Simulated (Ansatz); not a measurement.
# MoS2: short molecular dynamics of a 24-atom cell

Aim: follow the atoms of MoS2 (fluorite) in time, from their lattice sites. Runs: PBE, 20 steps of 3 fs under a Nosé-Hoover thermostat at 1300 K; PBEsol, 20 steps of 1.5 fs at constant energy, with velocities drawn for 800 K. The cell is a 2×2×2 supercell of the structure relaxed with r2SCAN.

Method: DFT, plane waves, PAW, no spin polarisation, in Ansatz 0.2.0.

### 1 The structure to begin with

The cell holds 24 atoms (Mo8S16): a = 8.294 Å, b = 8.294 Å, c = 8.294 Å, α = 60.00°, β = 60.00°, γ = 60.00°.

Its coordinates follow in the input file.

### 2 Run 1: PBE

Contents of input.yaml:

```yaml
crystal:
  lattice:
    - [0.0, 5.8647937213, 5.8647937213]
    - [5.8647937213, 0.0, 5.8647937213]
    - [5.8647937213, 5.8647937213, 0.0]
  atoms:
    - { symbol: Mo, position: [0.0, 0.0, 0.0] }
    - { symbol: S, position: [0.125, 0.125, 0.125] }
    - { symbol: S, position: [0.375, 0.375, 0.375] }
    - { symbol: Mo, position: [0.0, 0.0, 0.5] }
    - { symbol: S, position: [0.125, 0.125, 0.625] }
    - { symbol: S, position: [0.375, 0.375, 0.875] }
    - { symbol: Mo, position: [0.0, 0.5, 0.0] }
    - { symbol: S, position: [0.125, 0.625, 0.125] }
    - { symbol: S, position: [0.375, 0.875, 0.375] }
    - { symbol: Mo, position: [0.0, 0.5, 0.5] }
    - { symbol: S, position: [0.125, 0.625, 0.625] }
    - { symbol: S, position: [0.375, 0.875, 0.875] }
    - { symbol: Mo, position: [0.5, 0.0, 0.0] }
    - { symbol: S, position: [0.625, 0.125, 0.125] }
    - { symbol: S, position: [0.875, 0.375, 0.375] }
    - { symbol: Mo, position: [0.5, 0.0, 0.5] }
    - { symbol: S, position: [0.625, 0.125, 0.625] }
    - { symbol: S, position: [0.875, 0.375, 0.875] }
    - { symbol: Mo, position: [0.5, 0.5, 0.0] }
    - { symbol: S, position: [0.625, 0.625, 0.125] }
    - { symbol: S, position: [0.875, 0.875, 0.375] }
    - { symbol: Mo, position: [0.5, 0.5, 0.5] }
    - { symbol: S, position: [0.625, 0.625, 0.625] }
    - { symbol: S, position: [0.875, 0.875, 0.875] }
kpoints:
  mp_grid: { grid: [2, 2, 2] }
hamiltonian:
  xc: pbe
scf:
  occupations: { method: fermi_dirac, width: 0.112 }
md:
  ensemble: nvt_nose_hoover
  temperature: 1300
  timestep: 3.0
  n_steps: 20
  initial_velocities: maxwell_boltzmann
  seed: 5008
```

Command:

```sh
$ ansatz run input.yaml --threads 4 --pin off --max-ram 3686MiB --backend cpu --events-out ev --progress --plain --runs-dir out
```

The log of the run, shortened:

```text
Warning: md: disabling space-group detection — thermal motion breaks the input geometry's symmetry, so no spatial operation reduces the k-mesh or symmetrises the density; time reversal is kept, so that k and −k are solved as one point where they differ and the mesh holds both, and exact [...]
Warning: RAYON_NUM_THREADS=4 ignored (pool sized by the plan → 4); use --threads N
band count auto-derived: 129 (N_el = 208.0; filled up to band 104; 128 by the electrons, moments and atoms)
[...]
Pseudopotentials: kind: paw
Pseudopotential: Mo, paw, valence charge 14, recommended cutoff 420 eV (normal), Mo.paw.azcp
Pseudopotential: S, paw, valence charge 6, recommended cutoff 420 eV (normal), S.paw.azcp
Functional definition: PBE
[...]
Crystal: 24 atoms, lattice volume = 403.449 Å³
Basis set: ecut = 420 eV, 7823 PW (Γ), exchange–correlation on 120×120×120 points (8 copies of the dense FFT grid, shifted against one another)
Bands: 129, of which v1, the nominal top of the filled ones, is band 104 counted from 1 (103 counted from 0)
Symmetry: 1 space group operations
k-points: 8
[...]
SCF iter   1: F=—  HF=-54085.871762 eV  |F-HF|=—  |Δ(HF+E_count)|=         —  Δρ=1.01e-2  dr2=5.38e-1  ethr=1.77e-3  ⟨swp⟩=5.0  Hψ=3695  notcnv=0  defer=3
[...]
md step     0: t =     0.00 fs  T =  1300.0 K  F+E_penalty+E_count = -54085.82475603 eV  E_kin = 3.864874 eV  conserved = -54081.95988206 eV  (9 SCF iters)
[...]
md step     5: t =    15.00 fs  T =   957.7 K  F+E_penalty+E_count = -54084.80122854 eV  E_kin = 2.847230 eV  conserved = -54081.95733045 eV  (6 SCF iters)
[...]
md step     6: t =    18.00 fs  T =   832.7 K  F+E_penalty+E_count = -54084.42478885 eV  E_kin = 2.475740 eV  conserved = -54081.95526658 eV  (5 SCF iters)
[...]
SCF iter   2: F=—  HF=-54084.054496 eV  |F-HF|=—  |Δ(HF+E_count)|=   6.47e-4  Δρ=1.52e-5  dr2=9.09e-7  ethr=6.17e-9  ⟨swp⟩=2.4  Hψ=1774  notcnv=0  defer=2
```

### 3 The log goes on: nvt_nose_hoover at 1300 K

Output, continued, shortened:

```text
SCF iter   3: F=—  HF=-54084.054495 eV  |F-HF|=—  |Δ(HF+E_count)|=   1.47e-7  Δρ=6.33e-6  dr2=1.85e-7  ethr=4.37e-10  ⟨swp⟩=2.0  Hψ=1881  notcnv=0  defer=2
[...]
md step     7: t =    21.00 fs  T =   710.3 K  F+E_penalty+E_count = -54084.05449538 eV  E_kin = 2.111632 eV  conserved = -54081.95305858 eV  (4 SCF iters)
[...]
md step    10: t =    30.00 fs  T =   468.2 K  F+E_penalty+E_count = -54083.31357949 eV  E_kin = 1.391863 eV  conserved = -54081.94963519 eV  (7 SCF iters)
[...]
md step    13: t =    39.00 fs  T =   501.6 K  F+E_penalty+E_count = -54083.38682720 eV  E_kin = 1.491355 eV  conserved = -54081.95295010 eV  (4 SCF iters)
[...]
md step    16: t =    48.00 fs  T =   699.9 K  F+E_penalty+E_count = -54083.92305111 eV  E_kin = 2.080742 eV  conserved = -54081.95632598 eV  (4 SCF iters)
[...]
md step    20: t =    60.00 fs  T =   956.7 K  F+E_penalty+E_count = -54084.55256239 eV  E_kin = 2.844258 eV  conserved = -54081.95820356 eV  (8 SCF iters)
SCF converged after 8 iterations
Free energy (F): -54084.552562 eV
[...]
E sigma→0 (E₀):  -54084.169276 eV
Entropy (-TS):   -0.766574 eV (-31.941 meV/atom)
Fermi energy:    12.199573 eV
[...]
--- Forces (eV/Å), atoms counted from 1 ---
  atom   1  Mo     0.51048826     0.33127374    -0.42110033
  atom   2  S      0.23707237     0.21102377    -0.46817081
  atom   3  S      0.16240158    -0.61562846    -0.52102885
  atom   4  Mo    -2.06003027    -0.08592503    -1.01555439
  atom   5  S     -0.45416152     1.97137604    -0.98498694
  atom   6  S      0.08535546    -0.40248906     0.47809787
  atom   7  Mo    -0.75855677    -0.00755464     0.56364408
  atom   8  S     -0.55329342    -0.54721278     0.40712421
[...]
--- MD trajectory: 20 steps, t = 0.0 → 60.0 fs ---
  final state: T = 956.7 K   F+E_penalty+E_count = -54084.55256239 eV   E_kin = 2.844258 eV
  conserved energy: peak-to-peak 1.067e-2 eV (4.448e-4 eV/atom) over 60.0 fs
```

Wall time 3.4 min (4 threads of Arm Neoverse N1, shared host); peak memory 1.7 GiB.

### 4 The trajectory

One step in 2; energies are changes from step 0; msd is the mean square displacement from the start, the centre of mass held:

```csv
time (fs),T (K),potential energy change (meV/atom),conserved energy change (meV/atom),msd S (Å²),msd Mo (Å²)
0.0,1300,0.0,0.00,0.000,0.000
6.0,1242,7.1,-0.02,0.004,0.001
12.0,1074,28.2,0.04,0.015,0.003
18.0,833,58.3,0.19,0.030,0.008
24.0,602,87.4,0.37,0.046,0.013
30.0,468,104.6,0.43,0.059,0.019
36.0,464,105.9,0.35,0.069,0.025
42.0,558,95.2,0.24,0.074,0.030
48.0,700,79.2,0.15,0.078,0.036
54.0,844,63.8,0.08,0.082,0.040
60.0,957,53.0,0.07,0.088,0.043
```

time (fs), T (K) and a bar:
```
      0.0       1300 ##############################
      3.0       1286 #############################
      6.0       1242 ############################
      9.0       1171 #########################
     12.0       1074 ######################
     15.0        958 ##################
     18.0        833 #############
     21.0        710 #########
     24.0        602 #####
     27.0        519 ##
     30.0        468 #
     33.0        450 
     36.0        464 
     39.0        502 ##
     42.0        558 ####
     45.0        626 ######
     48.0        700 #########
     51.0        774 ###########
     54.0        844 ##############
     57.0        906 ################
     60.0        957 ##################
```

Pair distribution over the second half of the run:

```csv
r (Å),g S–S,g Mo–S
0.68,0.00,0.00
0.84,0.00,0.00
1.00,0.00,0.00
1.16,0.00,0.00
1.32,0.00,0.00
1.48,0.00,0.00
1.64,0.00,0.00
1.80,0.00,0.00
1.96,0.00,0.00
2.12,0.00,0.19
2.28,0.00,3.20
2.44,0.00,4.83
2.60,0.39,4.13
2.76,2.85,2.27
2.92,2.39,0.80
3.08,2.79,0.21
3.24,0.74,0.01
```

First peaks of g(r) (not always the tallest), and, where a minimum follows, the mean number of second-named atoms round a first-named one up to the next minimum:

```csv
pair,peak (Å),height,minimum (Å),neighbours
S–S,2.84,3.1,-,-
Mo–S,2.44,4.8,-,-
```

### 5 Frames from the trajectory

Extended XYZ, with forces in eV/Å:

```xyz
24
Lattice="0.000 5.865 5.865 5.865 0.000 5.865 5.865 5.865 0.000" Properties=species:S:1:pos:R:3:forces:R:3 pbc="T T T" time_fs=15.0 T=958 dE=1.0235
Mo   -0.061   -0.020    0.026    0.742    0.804   -0.811
S     1.587    1.564    1.407   -0.659   -0.497    0.396
S     4.330    4.425    4.519    0.588    0.144   -0.868
Mo    3.003    2.952    0.034   -0.193    0.017   -0.299
S     4.486    4.419    1.262   -0.797   -1.217    1.342
S     7.334    7.270    4.309   -0.414    0.157    0.272
Mo    2.964    0.010    2.905   -0.757   -0.312    0.131
S     4.398    1.615    4.475    0.006   -0.536   -0.526
S     7.275    4.334    7.227    0.126    0.346    0.636
Mo    5.799    2.935    2.868    0.332    0.216    0.189
S     7.213    4.498    4.432    0.527   -1.040   -0.481
S    10.303    7.304    7.297    0.383    0.017    0.784
Mo    0.031    3.003    2.896    0.396   -0.345    0.299
S     1.562    4.489    4.369   -0.773   -1.183    0.083
S     4.392    7.223    7.472    0.587    0.647   -0.412
Mo    2.917    5.849    2.991    0.303    0.172   -0.230
S     4.284    7.329    4.457    0.360    0.061   -0.326
S     7.330   10.228    7.211   -0.092    0.613    0.983
Mo    2.961    2.936    5.934   -0.316   -0.366   -0.360
S     4.456    4.239    7.297   -0.335    0.499    0.088
S     7.271    7.222   10.259    0.045    0.762   -0.818
Mo    5.830    5.820    5.901   -0.027    0.557   -0.009
S     7.458    7.269    7.368   -0.737    0.471   -0.025
S    10.199   10.332   10.184    0.703    0.012   -0.038
24
Lattice="0.000 5.865 5.865 5.865 0.000 5.865 5.865 5.865 0.000" Properties=species:S:1:pos:R:3:forces:R:3 pbc="T T T" time_fs=30.0 T=468 dE=2.5112
Mo   -0.105   -0.022    0.033    1.403    1.438   -1.697
S     1.665    1.629    1.375   -0.866   -0.914    0.762
S     4.299    4.461    4.584    0.652    0.246   -1.248
Mo    3.069    2.973    0.061   -0.911    0.021   -0.938
S     4.524    4.362    1.145   -0.759   -1.407    2.087
S     7.311    7.221    4.237   -0.658    0.381    0.542
Mo    2.978    0.013    2.881   -1.920   -0.411    0.236
S     4.398    1.728    4.517    0.112   -0.963   -0.693
S     7.229    4.293    7.163    0.481    0.709    0.717
Mo    5.741    2.941    2.808    0.714    0.430    0.608
S     7.130    4.530    4.434    1.123   -1.556   -0.866
S    10.365    7.277    7.315    0.195   -0.116    1.201
Mo    0.071    3.066    2.867    0.748   -0.909    0.601
S     1.608    4.500    4.348   -1.261   -1.985    0.442
S     4.427    7.156    7.584    1.217    0.752   -1.051
Mo    2.908    5.837    3.044    0.506    0.645   -0.393
S     4.192    7.330    4.496    0.666   -0.009   -0.347
S     7.322   10.233    7.154   -0.176    0.886    1.477
Mo    2.983    2.931    5.996   -0.518   -0.734   -0.819
S     4.492    4.116    7.269   -0.471    1.337    0.148
S     7.212    7.161   10.204   -0.330    0.866   -0.829
Mo    5.794    5.787    5.937   -0.036    0.780    0.034
S     7.538    7.237    7.401   -1.058    0.838   -0.395
S    10.181   10.400   10.105    1.145   -0.325    0.419
24
Lattice="0.000 5.865 5.865 5.865 0.000 5.865 5.865 5.865 0.000" Properties=species:S:1:pos:R:3:forces:R:3 pbc="T T T" time_fs=45.0 T=626 dE=2.0995
Mo   -0.120    0.005    0.005    0.827    0.712   -1.214
S     1.690    1.636    1.389   -0.379   -0.634    0.326
S     4.308    4.511    4.568    0.261   -0.093   -1.061
Mo    3.113    2.993    0.067   -2.413   -0.579   -1.707
S     4.522    4.225    1.161    0.739    1.027    1.365
S     7.245    7.194    4.201   -0.448    0.106    0.625
Mo    2.951    0.008    2.862   -1.894   -0.152    0.144
S     4.403    1.780    4.517   -0.171   -0.919   -0.157
S     7.216    4.299    7.144    0.903    0.858    0.321
Mo    5.700    2.958    2.762    1.523    0.700    1.567
S     7.121    4.462    4.383    1.400   -1.117   -0.265
S    10.440    7.241    7.409   -0.281   -0.361    0.755
Mo    0.127    3.109    2.851    0.482   -1.283    0.652
S     1.575    4.387    4.354   -0.501   -1.117    0.609
S     4.535    7.130    7.629    0.292   -0.512   -1.254
Mo    2.909    5.840    3.090   -0.137    0.662   -0.321
S     4.144    7.332    4.513    0.619    0.008   -0.087
S     7.305   10.295    7.192    0.176    0.739    0.996
Mo    2.994    2.909    6.040   -0.705   -0.777   -1.147
S     4.497    4.078    7.251   -0.446    1.529    0.264
S     7.131    7.153   10.095   -0.365    0.043   -0.086
Mo    5.758    5.772    5.974    0.364    0.768   -0.338
S     7.551    7.260    7.408   -0.745    0.725   -0.669
S    10.237   10.449   10.053    0.899   -0.330    0.682
24
Lattice="0.000 5.865 5.865 5.865 0.000 5.865 5.865 5.865 0.000" Properties=species:S:1:pos:R:3:forces:R:3 pbc="T T T" time_fs=60.0 T=957 dE=1.2722
Mo   -0.116    0.051   -0.052    0.510    0.331   -0.421
S     1.689    1.603    1.425    0.237    0.211   -0.468
S     4.338    4.555    4.480    0.162   -0.616   -0.521
Mo    3.107    3.002    0.037   -2.060   -0.086   -1.016
S     4.551    4.144    1.260   -0.454    1.971   -0.985
S     7.148    7.172    4.205    0.085   -0.402    0.478
Mo    2.881   -0.001    2.846   -0.759   -0.008    0.564
S     4.396    1.772    4.506   -0.553   -0.547    0.407
S     7.262    4.361    7.148    0.992    0.532    0.258
Mo    5.692    2.990    2.751    2.222   -0.066    2.447
S     7.206    4.318    4.313    1.381   -0.244    0.522
S    10.498    7.180    7.556   -0.573   -0.385   -0.169
Mo    0.194    3.124    2.847   -0.358   -1.460   -0.175
S     1.510    4.198    4.405    0.734    0.609    1.163
S     4.665    7.075    7.593   -1.106   -0.750   -0.424
Mo    2.907    5.857    3.129   -1.061    0.486   -0.480
S     4.134    7.334    4.525    0.196    0.128    0.273
S     7.298   10.408    7.296    0.157    0.098   -0.154
Mo    2.989    2.870    6.059   -0.295   -0.278   -1.239
S     4.471    4.139    7.251   -0.508    0.692    0.456
S     7.028    7.148    9.979    0.289   -0.813    0.789
Mo    5.730    5.773    6.003    1.116    0.601   -1.210
S     7.512    7.331    7.372   -0.375    0.187   -0.561
S    10.353   10.477   10.043    0.019   -0.191    0.466
```

### 6 Run 2: PBEsol

Changes to input.yaml since step 2:

```diff
@@ -33,11 +33,11 @@
 hamiltonian:
-  xc: pbe
+  xc: pbesol
 scf:
-  occupations: { method: fermi_dirac, width: 0.112 }
+  occupations: { method: fermi_dirac, width: 0.069 }
 md:
-  ensemble: nvt_nose_hoover
-  temperature: 1300
-  timestep: 3.0
+  ensemble: nve
+  temperature: 800
+  timestep: 1.5
   n_steps: 20
   initial_velocities: maxwell_boltzmann
-  seed: 5008
+  seed: 6991
```

Command:

```sh
$ ansatz run input.yaml --threads 4 --pin off --max-ram 3686MiB --backend cpu --events-out ev --progress --plain --runs-dir out
```

The log of the run, shortened:

```text
Warning: md: disabling space-group detection — thermal motion breaks the input geometry's symmetry, so no spatial operation reduces the k-mesh or symmetrises the density; time reversal is kept, so that k and −k are solved as one point where they differ and the mesh holds both, and exact [...]
Warning: RAYON_NUM_THREADS=4 ignored (pool sized by the plan → 4); use --threads N
[...]
[... 3 set-up lines as earlier in the session ...]
Functional definition: PBEsol
[...]
Crystal: 24 atoms, lattice volume = 403.449 Å³
Basis set: ecut = 420 eV, 7823 PW (Γ), exchange–correlation on 120×120×120 points (8 copies of the dense FFT grid, shifted against one another)
Bands: 128, of which v1, the nominal top of the filled ones, is band 104 counted from 1 (103 counted from 0)
[... 1 set-up line as earlier in the session ...]
k-points: 8
[...]
SCF iter   1: F=—  HF=-53345.034313 eV  |F-HF|=—  |Δ(HF+E_count)|=         —  Δρ=1.40e-2  dr2=1.20e0  ethr=1.77e-3  ⟨swp⟩=5.9  Hψ=3753  notcnv=0  defer=3
[...]
md step     0: t =     0.00 fs  T =   800.0 K  F+E_penalty+E_count = -53344.85251343 eV  E_kin = 2.378384 eV  conserved = -53342.47412945 eV  (9 SCF iters)
[...]
md step     4: t =     6.00 fs  T =   785.7 K  F+E_penalty+E_count = -53344.81039827 eV  E_kin = 2.336002 eV  conserved = -53342.47439670 eV  (9 SCF iters)
[...]
md step     5: t =     7.50 fs  T =   776.7 K  F+E_penalty+E_count = -53344.78345818 eV  E_kin = 2.308988 eV  conserved = -53342.47447007 eV  (5 SCF iters)
[...]
SCF iter   4: F=-53344.748425 eV  HF=-53344.748425 eV  |F-HF|=3.46e-9  |Δ(HF+E_count)|=   6.58e-9  Δρ=9.38e-7  dr2=4.51e-9  ethr=1.15e-11  ⟨swp⟩=3.9  Hψ=2771  notcnv=0
```

### 7 More of the same log: nve at 800 K

Output, continued, shortened:

```text
[...]
md step     6: t =     9.00 fs  T =   764.9 K  F+E_penalty+E_count = -53344.74842461 eV  E_kin = 2.273899 eV  conserved = -53342.47452540 eV  (4 SCF iters)
[...]
md step     9: t =    13.50 fs  T =   712.3 K  F+E_penalty+E_count = -53344.59228303 eV  E_kin = 2.117741 eV  conserved = -53342.47454239 eV  (3 SCF iters)
[...]
md step    12: t =    18.00 fs  T =   637.5 K  F+E_penalty+E_count = -53344.36949815 eV  E_kin = 1.895153 eV  conserved = -53342.47434479 eV  (3 SCF iters)
[...]
md step    15: t =    22.50 fs  T =   551.9 K  F+E_penalty+E_count = -53344.11481921 eV  E_kin = 1.640807 eV  conserved = -53342.47401212 eV  (3 SCF iters)
[...]
md step    18: t =    27.00 fs  T =   472.9 K  F+E_penalty+E_count = -53343.87954818 eV  E_kin = 1.405881 eV  conserved = -53342.47366677 eV  (3 SCF iters)
[...]
md step    20: t =    30.00 fs  T =   432.4 K  F+E_penalty+E_count = -53343.75915112 eV  E_kin = 1.285643 eV  conserved = -53342.47350851 eV  (7 SCF iters)
SCF converged after 7 iterations
Free energy (F): -53343.759151 eV
[...]
E sigma→0 (E₀):  -53343.580557 eV
Entropy (-TS):   -0.357188 eV (-14.883 meV/atom)
Fermi energy:    12.019204 eV
[...]
--- Forces (eV/Å), atoms counted from 1 ---
  atom   1  Mo     1.13376979    -0.11992583    -0.43274790
  atom   2  S     -0.82823053    -0.35806913     0.89065585
  atom   3  S     -0.92250176     0.82274056     1.45948782
  atom   4  Mo    -0.17911548     0.89171957    -0.79886653
  atom   5  S      0.25138690    -0.61050734    -1.38492432
  atom   6  S      0.58220963    -0.68842192     0.06044889
  atom   7  Mo    -0.20492808    -0.20914907     0.15975023
  atom   8  S     -0.67022683    -0.51626093     1.24033860
[...]
--- MD trajectory: 20 steps, t = 0.0 → 30.0 fs ---
  final state: T = 432.4 K   F+E_penalty+E_count = -53343.75915112 eV   E_kin = 1.285643 eV
  conserved energy: peak-to-peak 1.054e-3 eV (4.393e-5 eV/atom) over 30.0 fs
```

It took 3.1 min on 4 threads of Arm Neoverse N1, shared host; peak memory 1.7 GiB.

### 8 Frames and traces

One step in 2; energies are changes from step 0; msd is the mean square displacement from the start, the centre of mass held:

```csv
time (fs),T (K),potential energy change (meV/atom),total energy change (meV/atom),msd S (Å²),msd Mo (Å²)
0.0,800,0.0,0.00,0.000,0.000
3.0,797,0.4,0.00,0.000,0.000
6.0,786,1.8,-0.01,0.002,0.001
9.0,765,4.3,-0.02,0.004,0.002
12.0,733,8.3,-0.02,0.007,0.004
15.0,689,13.7,-0.02,0.011,0.006
18.0,637,20.1,-0.01,0.015,0.008
21.0,581,27.2,0.00,0.019,0.011
24.0,524,34.2,0.01,0.023,0.015
27.0,473,40.5,0.02,0.027,0.018
30.0,432,45.6,0.03,0.031,0.022
```

time (fs), T (K) and a bar:
```
      0.0        800 ##############################
      1.5        799 ##############################
      3.0        797 ##############################
      4.5        792 #############################
      6.0        786 #############################
      7.5        777 ############################
      9.0        765 ###########################
     10.5        750 ##########################
     12.0        733 #########################
     13.5        712 #######################
     15.0        689 #####################
     16.5        664 ###################
     18.0        637 #################
     19.5        609 ##############
     21.0        581 ############
     22.5        552 ##########
     24.0        524 #######
     25.5        497 #####
     27.0        473 ###
     28.5        451 ##
     30.0        432
```

Pair distribution over the second half of the run:

```csv
r (Å),g S–S,g Mo–S
0.68,0.00,0.00
0.84,0.00,0.00
1.00,0.00,0.00
1.16,0.00,0.00
1.32,0.00,0.00
1.48,0.00,0.00
1.64,0.00,0.00
1.80,0.00,0.00
1.96,0.00,0.00
2.12,0.00,0.00
2.28,0.00,0.84
2.44,0.05,5.95
2.60,0.36,7.38
2.76,1.68,1.32
2.92,4.69,0.07
3.08,2.39,0.00
3.24,0.20,0.00
```

First peaks of g(r) (not always the tallest), and, where a minimum follows, the mean number of second-named atoms round a first-named one up to the next minimum:

```csv
pair,peak (Å),height,minimum (Å),neighbours
S–S,2.92,4.7,-,-
Mo–S,2.52,7.9,3.00,8.0
```

(Part 1 of 2 ends here.)
